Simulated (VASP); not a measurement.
Write the native input for VASP 6.6.1 that does the following.

```
Task                   : relaxation of the atoms
Functional             : LDA
Potentials or basis    : VASP PAW LDA potentials, release 64 (B, P)
Cutoff                 : 600 eV
k mesh                 : 10 × 10 × 10
Occupations            : gaussian, width 0.03 eV
Spin                   : no spin polarisation
Further INCAR settings : ALGO = Fast; EDIFF = 1e-07; IBRION = 2; EDIFFG = -0.01; NSW = 40
```

The structure of BP lies in POSCAR:

```
BP                                      
1.0
    0.0000000000      2.1990366286      2.1990366286
    2.1990366286      0.0000000000      2.1990366286
    2.1990366286      2.1990366286      0.0000000000
  B               P             
     1     1
Direct
     0.0000000000000000    0.0000000000000000    0.0000000000000000
     0.2500000000000000    0.2500000000000000    0.2500000000000000
```

The cell isn't the ideal one: a relaxed cell with its volume scaled by 0.94.

These files were run (other wordings do the same):

INCAR

```
SYSTEM = BP
  PREC = Accurate
  ENCUT = 600
  EDIFF = 1E-7
  ISMEAR = 0
  SIGMA = 0.03
  LREAL = .FALSE.
  LASPH = .TRUE.
  NELM = 80
  ALGO = Fast
  ISIF = 2
  LWAVE = .FALSE.
  LCHARG = .FALSE.
  IBRION = 2
  NSW = 40
  EDIFFG = -0.01
```

KPOINTS

```
Automatic mesh
0
G
  10 10 10
  0 0 0
```

Potentials or basis: VASP PAW LDA potentials, release 64 (B, P).

Run with:

```console
$ cat potpaw_LDA.64/B/POTCAR potpaw_LDA.64/P/POTCAR > POTCAR
$ mpirun -np 1 vasp_std > vasp.out
```

Results of the run:

```
Pressure after relaxing : 12.2 GPa
Band gap on the k mesh  : 1.08 eV, indirect (least direct gap 3.54 eV)
```

Caveat: the relaxation stopped at its first step, so nothing moved.

It used 7.6 s of CPU time on 1 thread of Intel(R) Xeon(R) Platinum 8559C (Emerald Rapids), on a shared host, which was overloaded at the time.
